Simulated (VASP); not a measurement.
Set up this calculation in VASP 6.6.1, as the native input.

```yaml
Task: relaxation of cell and atoms
Functional: PBE
Dispersion: D3(BJ)
Potentials_or_basis: VASP PAW PBE potentials, release 64 (Cu, Cl)
Cutoff: 600 eV
k_mesh: 10 × 10 × 10
Occupations: gaussian, width 0.03 eV
Spin: no spin polarisation
Further_INCAR_settings: ALGO = Normal; EDIFF = 1e-07; IBRION = 2; EDIFFG = -0.005; NSW = 90; ISIF = 3
```

The structure of CuCl (Nantokite) lies in POSCAR:

```
CuCl                                    
1.0
   -0.0000000000      2.6702848029      2.6702848029
    2.6702848029      0.0000000000      2.6702848029
    2.6702848029      2.6702848029      0.0000000000
  Cu              Cl            
     1     1
Direct
     0.0000000000000000    0.0000000000000000    0.0000000000000000
     0.2500000000000000    0.2500000000000000    0.2500000000000000
```

These files were run (other wordings do the same):

INCAR

```
SYSTEM = CuCl
PREC     = Accurate       ! precision mode
ENCUT    = 600            ! plane-wave cutoff, eV
EDIFF    = 1E-7           ! SCF threshold, eV
ISMEAR   = 0              ! smearing method
SIGMA    = 0.03           ! smearing width, eV
LREAL    = .False.        ! projectors in reciprocal space
LASPH    = .True.         ! aspherical terms in the spheres
NELM     = 80             ! most SCF steps
ALGO     = Normal         ! electronic algorithm
ISIF     = 3              ! what is computed and relaxed
LWAVE    = .False.        ! write WAVECAR
LCHARG   = .False.        ! write CHGCAR
GGA      = PE             ! functional
IVDW     = 12             ! dispersion correction
IBRION   = 2              ! ionic algorithm
NSW      = 90             ! ionic steps
EDIFFG   = -0.005         ! ionic threshold
```

KPOINTS

```
Automatic mesh
0
Gamma
  10 10 10
  0 0 0
```

Potentials or basis: VASP PAW PBE potentials, release 64 (Cu, Cl).

Command:

```console
$ cat potpaw_PBE.64/Cu/POTCAR potpaw_PBE.64/Cl/POTCAR > POTCAR
$ mpirun -np 1 vasp_std > vasp.out
```

It gave:

| Property | Result |
| --- | --- |
| Relaxed volume | 19.05 Å³/atom |
| Relaxed cell | a = 3.777 Å, b = 3.777 Å, c = 3.777 Å, α = 60.00°, β = 60.00°, γ = 60.00° |
| Space group after relaxing (to 0.05 Å) | F-43m (No. 216) |
| Energy gained by relaxing | 0.0 meV/atom |
| Ionic steps | 2 |
| Pressure after relaxing | 0.0 GPa |
| Band gap on the k mesh | 0.62 eV, direct |
| Dispersion energy per atom | -0.292 eV |

Wall time 56 s on 1 thread of Intel(R) Xeon(R) Platinum 8259CL CPU @ 2.50GHz (Skylake/Cascade Lake), on a shared host, peak memory 0.19 GiB.
